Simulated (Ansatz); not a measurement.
ZrO:

```
CELL_PARAMETERS angstrom
1.82664 -2.91885 0.00000
1.82664 2.91885 0.00000
0.00000 0.00000 2.61994
ATOMIC_POSITIONS crystal
Zr 0.00000 0.00000 0.00000
O 0.50000 0.50000 0.00000
```

The cell was built by a generator and needn't be a form met in nature.

| Property | Result |
| --- | --- |
| Program | Ansatz 0.2.0 |
| Task | relaxation of cell and atoms |
| Functional | PBEsol0 |
| Potentials or basis | Ansatz PAW |
| Cutoff | 420 eV (not typed: the program's choice for these potentials) |
| k mesh | 5 × 5 × 5 |
| Occupations | fermi-dirac, width 0.05 eV |
| Spin | no spin polarisation |

At the start: volume 13.97 Å³/atom.

Question: Where does the relaxation end?

Answer: It ends after 19 steps and the volume is 14.82 Å³/atom (+6.1 %); space group P4/mmm (No. 123, to 0.05 Å).

Step by step:
| step | energy change (eV) | largest force (eV/Å) | volume (Å³) |
| --- | --- | --- | --- |
| 1 | 0.0000 | 0.0000 | 27.94 |
| 2 | -0.9865 | 0.0000 | 30.13 |
| 3 | -1.5036 | 0.0000 | 31.62 |
| 4 | -1.9151 | 0.0000 | 31.86 |
| 5 | -2.2889 | 0.0000 | 31.24 |
| 6 | -2.6332 | 0.0000 | 30.25 |
| 7 | -2.9707 | 0.0000 | 28.93 |
| 8 | -3.0849 | 0.0000 | 27.71 |
| 9 | -3.1005 | 0.0000 | 28.29 |
| 10 | -3.1036 | 0.0000 | 28.52 |
| 11 | -3.1043 | 0.0000 | 28.56 |
| 12 | -3.1043 | 0.0000 | 28.57 |
| 13 | -3.2350 | 0.0000 | 28.57 |
| 14 | -3.2541 | 0.0000 | 29.37 |
| 15 | -3.2542 | 0.0000 | 29.68 |
| 16 | -3.2545 | 0.0000 | 29.62 |
| 17 | -3.2578 | 0.0000 | 29.62 |
| 18 | -3.2578 | 0.0000 | 29.64 |
| 19 | -3.2578 | 0.0000 | 29.64 |

Final structure:
```xyz
2
Lattice="2.1430 -2.1589 0.0000 2.1430 2.1589 0.0000 0.0000 0.0000 3.2032" Properties=species:S:1:pos:R:3 pbc="T T T"
Zr    0.0000    0.0000    0.0000
O     2.1430    0.0000    0.0000
```

Caveat: the k mesh is coarse (spacing up to 0.48 Å⁻¹), so the values aren't converged, least of all with exact exchange; the plane-wave basis is chosen anew once the cell has moved, so the energies of steps on either side of that aren't comparable; the pressure holds a Pulay correction of +0.3 GPa for the finite cutoff; the PAW data sets come from PBE, with cores solved anew for the run's functional, which leaves a small shift of forces and pressure.
